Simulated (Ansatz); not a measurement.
# CoSi2: the cost of one run

Program: Ansatz 0.2.0. Level of theory: DFT PBE, scalar-relativistic, plane waves, PAW. These are calculated values, not measurements.

3 further runs of the same task are left out: 1 that didn't finish, 2 set aside as unsound or not needed.

## 1. The structure to begin with

Symmetry: Fm-3m, No. 225, cubic system. The conventional cell has a = 5.360 Å, b = 5.360 Å, c = 5.360 Å, α = 90.00°, β = 90.00°, γ = 90.00°. Co (site symmetry m-3m) has 8 Si at 2.32 Å as nearest neighbours. Si (site symmetry -43m) has 4 Co at 2.32 Å as nearest neighbours.

Coordinates:

```cif
data_structure
_symmetry_space_group_name_H-M 'P 1'
_symmetry_Int_Tables_number 1
_cell_length_a 3.7900
_cell_length_b 3.7900
_cell_length_c 3.7900
_cell_angle_alpha 60.000
_cell_angle_beta 60.000
_cell_angle_gamma 60.000
_cell_volume 38.50
loop_
_atom_site_label
_atom_site_type_symbol
_atom_site_fract_x
_atom_site_fract_y
_atom_site_fract_z
_atom_site_occupancy
Co1 Co 0.00000 0.00000 0.00000 1
Si1 Si 0.25000 0.25000 0.25000 1
Si2 Si 0.75000 0.75000 0.75000 1
```

This cell was relaxed beforehand with the same method: volume 12.83 Å³/atom, gap on the mesh none (metal).

## 2. The reference cell

Reference values: F = -6399.1808 eV; pressure 0.00 GPa; largest force 0.000 eV/Å; gap on the mesh none (metal). It was computed beforehand with the settings of the runs below.

## 3. Next: a strain scan

The cell is strained by ε times the Voigt pattern (0, 1, 0, 0, 0, 0) (xx, yy, zz, yz, xz, xy; engineering shear), with fractional coordinates fixed (clamped ions). The stress on the pattern is the sum of the stress components weighted by it, tension positive.

## 4. ε = -0.0600

Input file input.yaml:

```yaml
crystal:
  lattice:
    - [0.0, 2.5191427143, 2.6799390578]
    - [2.6799390578, 0.0, 2.6799390578]
    - [2.6799390578, 2.5191427143, 0.0]
  atoms:
    - { symbol: Co, position: [0.0, 0.0, 0.0] }
    - { symbol: Si, position: [0.25, 0.25, 0.25] }
    - { symbol: Si, position: [0.75, 0.75, 0.75] }
basis:
  ecutwfc: 420
kpoints:
  mp_grid: { grid: [16, 16, 16] }
hamiltonian:
  xc: pbe
scf:
  occupations: { method: gaussian, width: 0.15 }
output:
  forces: true
  stress: true
  eigenvalues: true
  write_density: true
  write_potential: true
  elf: true
  volumetric_format: npy
```

Run with:

```sh
> ansatz run input.yaml --threads 1 --pin off --max-ram 2560MiB --backend cpu --events-out ev --progress --plain --runs-dir out
```

What time and memory should one allow on 1 thread of AMD EPYC 7R43 (Zen 3), shared host?

About 13 s, with a peak of 0.47 GiB.
